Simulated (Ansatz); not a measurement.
**Se: a tetragonal deformation path**

The task here is to estimate one member of a computed series from the others.

Computed with Ansatz 0.2.0 (DFT PBE+D3(BJ), scalar-relativistic, plane waves, PAW, unless a step's input says otherwise).

**Starting point**

The structure is cubic, space group Pm-3m (No. 221). The conventional cell has a = 2.811 Å, b = 2.811 Å, c = 2.811 Å, α = 90.00°, β = 90.00°, γ = 90.00°. Se (site symmetry m-3m) is surrounded by 6 Se at 2.81 Å.

Coordinates:

```
CELL_PARAMETERS angstrom
2.81056 0.00000 0.00000
0.00000 2.81056 0.00000
0.00000 0.00000 2.81056
ATOMIC_POSITIONS crystal
Se 0.00000 0.00000 0.00000
```

It goes back to an entry of the Materials Project, which need not be the stable form.

No relaxation comes first: the listed cell is the starting point.

Set-up of the first run:

input.yaml reads:

```yaml
crystal:
  lattice:
    - [2.81056302, 0.0, 0.0]
    - [0.0, 2.81056302, 0.0]
    - [0.0, 0.0, 2.81056302]
  atoms:
    - { symbol: Se, position: [0.0, 0.0, 0.0] }
basis:
  ecutwfc: 420
kpoints:
  mp_grid: { grid: [18, 18, 18] }
hamiltonian:
  xc: pbe
  dispersion: d3bj
scf:
  occupations: { method: gaussian, width: 0.15 }
output:
  forces: true
  stress: true
  eigenvalues: true
```

Run with:

```bash
> ansatz run input.yaml --threads 1 --pin off --max-ram 1228MiB --backend cpu --events-out ev --progress --plain --runs-dir out
```

Steps of the session up to this table: Zero of the scan; At ρ = 0.707; At ρ = 1.414; At ρ = 0.850; Point ρ = 1.200.

One table of the session follows, with a row left open; its other results are not shown here.

| ρ | ΔE (meV/atom) | pressure (GPa) |
| --- | --- | --- |
| 0.707 | 596.1 | 16.9 |
| 0.850 | ? | ? |
| 1.000 | 0.0 | -1.3 |
| 1.200 | 50.0 | 1.7 |
| 1.414 | 200.5 | 11.2 |

Q: Estimate the row for ρ = 0.850 from the others.

Worked estimate for «ΔE (meV/atom)». A straight line through the neighbours (0.707, 596.1) and (1.000, 0.0) gives 596.1 + (0.0 − 596.1) × (0.850 − 0.707) / (1.000 − 0.707) = 305.2; a parabola fitted to 3 rows on both sides gives 205.8.

**Answer.** ΔE (meV/atom): 112.8; pressure (GPa): 2.0. In «ΔE (meV/atom)» the line misses by +192.4 and the parabola by +93.0.

Limits of these values: Spin polarisation is off in the runs that give these values; a magnetic solution could lie lower.
